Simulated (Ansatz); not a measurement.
# Sn: properties at the relaxed cell

An exercise on one series of results from a longer session: the logs are not shown, and one member is left open.

Method: DFT PBE, scalar-relativistic, plane waves, PAW, in Ansatz 0.2.0.

### Starting point

The structure is tetragonal, space group I4_1/amd (No. 141). The conventional cell has a = 5.929 Å, b = 5.929 Å, c = 3.233 Å, α = 90.00°, β = 90.00°, γ = 90.00°. Sn (site symmetry -4m2) has 6 Sn at 3.07 to 3.23 Å as nearest neighbours.

As a file:

```xyz
2
Lattice="-2.9643 2.9643 1.6163 2.9643 -2.9643 1.6163 2.9643 2.9643 -1.6163" Properties=species:S:1:pos:R:3 pbc="T T T"
Sn    0.0000    2.9643    0.8082
Sn    0.0000    0.0000    0.0000
```

It goes back to an entry of the Materials Project.

This cell was relaxed beforehand with the same method: volume 28.41 Å³/atom, gap on the mesh none (metal).

The first run:

The input, input.yaml:

```yaml
crystal:
  lattice:
    - [-2.9643162545, 2.9643162545, 1.6163469645]
    - [2.9643162545, -2.9643162545, 1.6163469645]
    - [2.9643162545, 2.9643162545, -1.6163469645]
  atoms:
    - { symbol: Sn, position: [0.75, 0.25, 0.5] }
    - { symbol: Sn, position: [0.0, 0.0, 0.0] }
basis:
  ecutwfc: 420
kpoints:
  mp_grid: { grid: [14, 14, 14] }
  band_path:
    path:
      - [[0.0, 0.0, 0.0], [0.0, 0.0, 0.5], [-0.5, 0.5, 0.5], [0.0, 0.0, 0.0], [0.32432931, 0.32432931, -0.32432931]]
      - [[-0.32432931, 0.67567069, 0.32432931], [-0.5, 0.5, 0.5]]
      - [[0.0, 0.0, 0.5], [0.25, 0.25, 0.25], [0.0, 0.5, 0.0], [0.0, 0.0, 0.0]]
    npoints: 14
hamiltonian:
  xc: pbe
scf:
  occupations: { method: gaussian, width: 0.1 }
  n_extra_bands: 6
output:
  forces: true
  stress: true
  eigenvalues: true
  populations: true
  dos: { projected: true, de: 0.02, nscf_kmesh: { grid: [21, 21, 21] } }
  bader: true
  write_density: true
  write_potential: true
  elf: true
  volumetric_format: npy
```

On the command line:

```sh
ansatz run input.yaml --threads 1 --pin off --max-ram 2560MiB --backend cpu --events-out ev --progress --plain --runs-dir out
```

Steps of the session up to this table: Electronic structure at the relaxed geometry; Volume × 0.97; The cell scaled to 1.03 of its volume; The cell scaled to 0.94 of its volume; Volume × 1.06.

One table of the session follows, with a row left open; its other results are not shown here.

It belongs to the step «Equation of state». 

| volume (Å³/atom) | energy above the lowest point (meV/atom) | pressure (GPa) |
| --- | --- | --- |
| 26.702 | 16.8 | 3.41 |
| 27.554 | 3.9 | 1.55 |
| 28.406 | 0.0 | 0.00 |
| 29.258 | ? | ? |
| 30.111 | 13.6 | -2.38 |

**Question.** Estimate the row for volume (Å³/atom) = 29.258.

Worked estimate for «energy above the lowest point (meV/atom)». A straight line through the neighbours (28.406, 0.0) and (30.111, 13.6) gives 0.0 + (13.6 − 0.0) × (29.258 − 28.406) / (30.111 − 28.406) = 6.8; a parabola fitted to 3 rows on both sides gives 3.2.

As computed: energy above the lowest point (meV/atom): 3.6; pressure (GPa): -1.29. In «energy above the lowest point (meV/atom)» the line misses by +3.2 and the parabola by -0.4.
